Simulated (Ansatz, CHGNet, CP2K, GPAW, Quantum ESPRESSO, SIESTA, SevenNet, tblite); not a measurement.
**Priceite (P2_1/c), Ca2B5H7O13 (108 atoms): other programs against plane waves**

One geometry of Priceite (P2_1/c), Ca2B5H7O13 (108 atoms) is solved by several programs and methods. How far do their forces lie from a plane-wave PBE run?

Results are calculated, not measured.

**1. The cell**

The cell holds 108 atoms (8 Ca, 20 B, 28 H and 52 O), with edges of 11.58, 6.98 and 12.35 Å. Recipe: Ca2B5H7O13, space group P2_1/c, structure from the Crystallography Open Database, 1 x 1 x 1 conventional cells; every coordinate displaced by a Gaussian of 0.02 Å; bonds to H set to neutron lengths (C-H 1.089, N-H 1.015, O-H 0.983, B-H 1.19 Å) where the listed ones are shorter. Then every atom was moved at random, 0.05 Å r.m.s. a Cartesian component (hydrogen 0.6 of that). The density is 2.48 g/cm³.

**2. The reference input**

Quantum ESPRESSO 7.5: Kohn-Sham DFT, PBE, SSSP efficiency 1.3.0 pseudopotentials, plane waves. Its input, pw.in:

```
&control
  calculation = 'scf'
  pseudo_dir = './pseudo'
  outdir = './tmp'
  disk_io = 'none'
  tprnfor = .true.
  tstress = .true.
/
&system
  ibrav = 0
  nat = 108
  ntyp = 4
  ecutwfc = 60
  ecutrho = 480
  nosym = .true.
  occupations = 'smearing'
  smearing = 'fd'
  degauss = 0.003675
/
&electrons
  conv_thr = 5.4e-07
  electron_maxstep = 100
  mixing_beta = 0.4
  mixing_mode = 'plain'
  diagonalization = 'david'
/
ATOMIC_SPECIES
Ca 40.078 Ca.upf
B 10.810 B.upf
H 1.008 H.upf
O 15.999 O.upf
CELL_PARAMETERS angstrom
11.58000 0.00000 0.00000
0.00000 6.98440 0.00000
-4.34050 0.00000 11.56425
ATOMIC_POSITIONS crystal
Ca 0.01303 0.75986 0.57949
Ca 0.98497 0.26496 0.92217
Ca 0.99966 0.24735 0.42570
Ca 0.01181 0.73282 0.08464
[... 102 atom lines left out ...]
O 0.67050 0.56352 0.28259
O 0.33149 0.06872 0.21557
K_POINTS gamma
```

```console
$ OMP_NUM_THREADS=1 mpirun -np 2 pw.x -in pw.in > output.txt
```

It took 3.9 min on 2 MPI ranks of Arm Neoverse V1, shared host; peak memory 2.5 GiB; 7.8 min of CPU time.

It converged with an r.m.s. force component of 2.1 eV/Å and a pressure of 3.5 GPa.

Its highest filled and lowest empty levels lie 4.71 eV apart on its k-points.

**3. What was run beside it**

- CHGNet: machine-learned potential, published weights.
- CP2K 2026.2: Gaussian basis with GTH pseudopotentials and a plane-wave density; labels give functional, basis (MOLOPT sets; SR short-range, UZH the newer set with its own potentials), grid cutoff/relative cutoff and solver (OT: orbital transformation; TRS4, TC2, SIGN: linear-scaling purification with its sparsity filter), or its built-in tight binding.
- GPAW 26.7.0: PAW with atomic orbitals (LCAO), plane waves or a real-space grid of spacing h.
- SIESTA 5.4.2: numerical atomic orbitals, whose automatically made sets are far from complete, with PseudoDojo norm-conserving potentials that we converted to its format (checked against plane waves on the same files for H, C, O, Si, Ge and Ca alone); labels give functional, basis size, energy shift and mesh cutoff.
- SevenNet: machine-learned potential, published weights.
- tblite 0.8.0: extended tight binding, driven from Python.

All use the same cell and atoms, and the electronic-structure runs the same k-mesh.

**4. Side by side**

Differences are against the reference: forces as r.m.s. over components, share as that over the reference's r.m.s. force, slope as the fitted ratio of a run's forces to the reference's.

```tsv
run	Δ force, r.m.s. (meV/Å)	share (%)	slope	Δ pressure (GPa)	Δ gap (eV)	cores	CPU time	memory (GiB)
reference	-	-	-	-	-	2	7.8 min	2.5
CHGNet r2SCAN potential	380	18.5	0.882	-2.64	-	1	6.4 s	2.5
CP2K PBE, DZVP-MOLOPT-SR, 210/50 Ry, OT DIIS (coarse)	120	5.82	1.020	2.54	0.116	2	15 min	0.69
CP2K PBE, DZVP-MOLOPT-SR, 600/50 Ry, OT DIIS	96.3	4.69	1.022	2.05	0.126	4	18 min	2.9
CP2K PBE, DZVP-MOLOPT-SR, 600/50 Ry, diagonalisation	96.3	4.69	1.022	2.05	0.126	4	9 min	4.5
CP2K PBE, SZV-MOLOPT-SR, 600/50 Ry, OT DIIS (coarse)	1455	70.9	1.427	21.1	-0.443	2	9.8 min	1.5
CP2K PBE, SZV-MOLOPT-SR, 600/50 Ry, TRS4 filter 1e-03, SCF 1e-04 (coarse)	1459	71.1	1.424	22.1	-	2	77 s	1.5
CP2K PBE, SZV-MOLOPT-SR, 600/50 Ry, TRS4 filter 1e-06, SCF 1e-06 (coarse)	1457	71.0	1.427	21.2	-	2	1.9 min	1.5
CP2K PBE, SZV-MOLOPT-SR, 600/50 Ry, TRS4 filter 1e-07, SCF 1e-07 (coarse)	1456	70.9	1.427	21.1	-	2	2.3 min	1.5
GPAW PBE, LCAO dzp, h 0.18 Å	321	15.6	1.076	-	-0.0337	2	4.6 min	1.8
GPAW PBE, LCAO sz(dzp), h 0.18 Å (coarse)	1908	92.9	1.394	-	0.0685	1	77 s	1.0
GPAW PBE, LCAO szp(dzp), h 0.18 Å (coarse)	1038	50.6	1.187	-	0.0668	1	3.2 min	1.3
GPAW RPBE, LCAO dzp, h 0.18 Å	313	15.3	1.079	-	0.159	2	4.6 min	1.8
SIESTA PBE, DZ, shift 0.01 Ry, mesh 500 Ry (coarse)	497	24.2	1.082	3.69	-0.178	2	1.9 min	1.1
SIESTA PBE, DZP, shift 0.01 Ry, mesh 500 Ry	190	9.24	1.043	1.99	-0.224	4	5 min	2.2
SIESTA PBE, DZP, shift 0.01 Ry, mesh 700 Ry	190	9.24	1.043	2.00	-0.224	4	8.5 min	3.3
SIESTA PBE, DZP, shift 0.04 Ry, mesh 500 Ry (coarse)	215	10.4	1.035	-7.28	-0.293	2	2.2 min	1.3
SevenNet 0 potential	112	5.47	1.019	0.663	-	1	11 s	1.3
SevenNet l3i5 potential	96.0	4.67	1.012	0.708	-	1	16 s	2.4
tblite GFN1-xTB	448	21.8	0.879	-3.08	-	1	5.9 s	0.11
```

Rows marked coarse were listed beforehand as settings not expected to be converged; some can still land near the reference.

Times of the machine-learned potentials are mostly Python's start and the loading of weights.

CPU time is summed over cores on shared hosts, so it is rough.

**5. Findings**

Forces lie from 4.7 % (SevenNet l3i5 potential) to 93 % (GPAW PBE, LCAO sz(dzp), h 0.18 Å, coarse) of the reference's r.m.s. force of 2.1 eV/Å away from it. The PBE runs in local orbitals, coarse settings apart, differ by 4.7 % (CP2K PBE, DZVP-MOLOPT-SR, 600/50 Ry, OT DIIS) to 16 % (GPAW PBE, LCAO dzp, h 0.18 Å); basis, grid and potentials can all enter. Tight binding differs by 22 % (tblite GFN1-xTB); it is another model, with fitted parameters of its own, and the xTB methods hold dispersion. Machine-learned potentials differ by 4.7 % (SevenNet l3i5 potential) to 18 % (CHGNet r2SCAN potential); they were trained on other programs' data, some at another functional.

Rows with another functional or a dispersion term differ by 15 % (GPAW RPBE, LCAO dzp, h 0.18 Å), which mixes the change of model with differences of basis and potentials. Runs with settings chosen to be coarse differ by 5.8 % (CP2K PBE, DZVP-MOLOPT-SR, 210/50 Ry, OT DIIS) to 93 % (GPAW PBE, LCAO sz(dzp), h 0.18 Å), their programs' other errors included. From CP2K PBE, DZVP-MOLOPT-SR, 210/50 Ry, OT DIIS to the finer CP2K PBE, DZVP-MOLOPT-SR, 600/50 Ry, diagonalisation the share falls from 5.8 to 4.7 %. From SIESTA PBE, DZP, shift 0.01 Ry, mesh 500 Ry to the finer SIESTA PBE, DZP, shift 0.01 Ry, mesh 700 Ry the share goes from 9.24 to 9.24 %, so the grid isn't what parts these runs from the reference. Pressures at PBE, coarse settings apart, lie +1.99 to +2.05 GPa from the reference's. Gaps at PBE, coarse settings apart, lie -0.22 to +0.13 eV from the reference's, on k-points that hold the band edges only if these fold onto them.

**Limits.** Periodic xTB results under one method name differ between programs and library versions. With short bonds to hydrogen, sets of potentials differ among themselves by several per cent in forces even at converged cutoffs, so the reference isn't exact here either. The reference's pressure holds the uncorrected Pulay stress of its 60 Ry basis, so small pressure differences may be the reference's own error. Machine-learned potentials mimic data converged in k, so the reference's own k-point error enters their differences. The reference's stress is far from hydrostatic: its diagonal is 3.8, 1.5, 5.3 GPa, compression counted positive. The published positions, changed by the recipe (random displacements or longer bonds to H), lie far from the minimum at this level of theory. The electronic-structure runs sample only Γ, in a cell whose shortest periodic width is 7 Å. The reference's pressure of 3.5 GPa reflects the volume that the recipe set, positions that aren't this level's minimum and the coarse k-sampling. Where levels are smeared, the DFT runs use Fermi–Dirac occupations at 580 K (0.05 eV), and energies are free energies. The atoms were displaced at random, and shares hang on the size of the forces that this gives. The reference's cutoffs and mesh weren't converged further here.

[Logs are printed without paths, hosts, clocks, repeated set-up lines and the standing remarks that a program may print on its own settings, such as how far it seeks lower states.]

[Hosts, paths, dates, database ids (printed as entryN), source tags and the programs' standing remarks are cut or masked in the printed files.]

[Cells were taken only where this reference lay near another plane-wave run.]
